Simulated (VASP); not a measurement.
## HfO2: band structure with TPSS

HfO2:

```
CELL_PARAMETERS angstrom
4.81353 0.00000 0.00000
0.00000 4.81353 0.00000
0.00000 0.00000 3.20542
ATOMIC_POSITIONS crystal
Hf 0.50000 0.50000 0.50000
Hf 0.00000 0.00000 0.00000
O 0.80504 0.19496 0.50000
O 0.69496 0.69496 0.00000
O 0.30504 0.30504 0.00000
O 0.19496 0.80504 0.50000
```

Measurements of this composition are mostly on another form, of space group No. 14.

```
Program                : VASP 6.6.1
Task                   : band structure
Functional             : TPSS
Potentials or basis    : VASP PAW PBE potentials, release 64 (Hf_pv, O)
Cutoff                 : 520 eV
k mesh                 : 6 × 6 × 8
Occupations            : fermi-dirac, width 0.05 eV
Spin                   : no spin polarisation
Further INCAR settings : ALGO = Normal; EDIFF = 1e-07; NBANDS = 31
```

- Pressure: 4.3 GPa
- Largest force: 0.021 eV/Å
- Band gap on the k mesh: 4.10 eV, direct
- Band gap along the path: 4.10 eV, direct

Forces on the atoms (eV/Å):
```
Hf   0.000  0.000  0.000
Hf   0.000  0.000  0.000
O   -0.015  0.015  0.000
O    0.015  0.015  0.000
O   -0.015 -0.015  0.000
O    0.015 -0.015  0.000
```

Stress tensor (GPa, compression positive):
```
3.94 0.00 0.00
0.00 3.94 0.00
0.00 0.00 5.02
```

Levels at the corners of the path, in eV from the valence-band top:
```csv
point,band 18,band 19,band 20,band 21,band 22,band 23,band 24,band 25,band 26,band 27
Γ,-1.68,-0.77,-0.51,-0.51,0.00,4.10,4.27,5.38,5.74,5.74
X,-2.81,-1.50,-1.50,-0.69,-0.69,4.78,4.78,6.37,6.37,6.65
X,-2.81,-1.50,-1.50,-0.69,-0.69,4.78,4.78,6.37,6.37,6.65
M,-1.81,-1.18,-1.18,-0.86,-0.86,4.36,4.36,5.81,5.81,6.82
M,-1.81,-1.18,-1.18,-0.86,-0.86,4.36,4.36,5.81,5.81,6.82
Γ,-1.68,-0.77,-0.51,-0.51,0.00,4.10,4.27,5.38,5.74,5.74
Γ,-1.68,-0.77,-0.51,-0.51,0.00,4.10,4.27,5.38,5.74,5.74
Z,-2.16,-2.09,-2.09,-0.99,-0.99,5.77,5.77,6.23,6.23,6.26
Z,-2.16,-2.09,-2.09,-0.99,-0.99,5.77,5.77,6.23,6.23,6.26
R,-1.82,-1.81,-1.81,-0.96,-0.96,4.30,4.30,6.50,6.50,7.10
R,-1.82,-1.81,-1.81,-0.96,-0.96,4.30,4.30,6.50,6.50,7.10
A,-2.06,-1.12,-1.12,-0.53,-0.53,5.27,5.27,5.99,5.99,6.60
A,-2.06,-1.12,-1.12,-0.53,-0.53,5.27,5.27,5.99,5.99,6.60
Z,-2.16,-2.09,-2.09,-0.99,-0.99,5.77,5.77,6.23,6.23,6.26
X,-2.81,-1.50,-1.50,-0.69,-0.69,4.78,4.78,6.37,6.37,6.65
R,-1.82,-1.81,-1.81,-0.96,-0.96,4.30,4.30,6.50,6.50,7.10
M,-1.81,-1.18,-1.18,-0.86,-0.86,4.36,4.36,5.81,5.81,6.82
A,-2.06,-1.12,-1.12,-0.53,-0.53,5.27,5.27,5.99,5.99,6.60
```

Run time: 7.2 min on 1 thread of Intel(R) Xeon(R) Platinum 8488C (Sapphire Rapids), on a shared host, peak memory 0.29 GiB.

Caveat: the PAW data sets were made with another functional, which shifts forces and pressure a little; spin-orbit coupling is left out, which moves the levels of the heavy elements. TPSS opens gaps a little over a GGA but as a rule still falls short of measured ones.
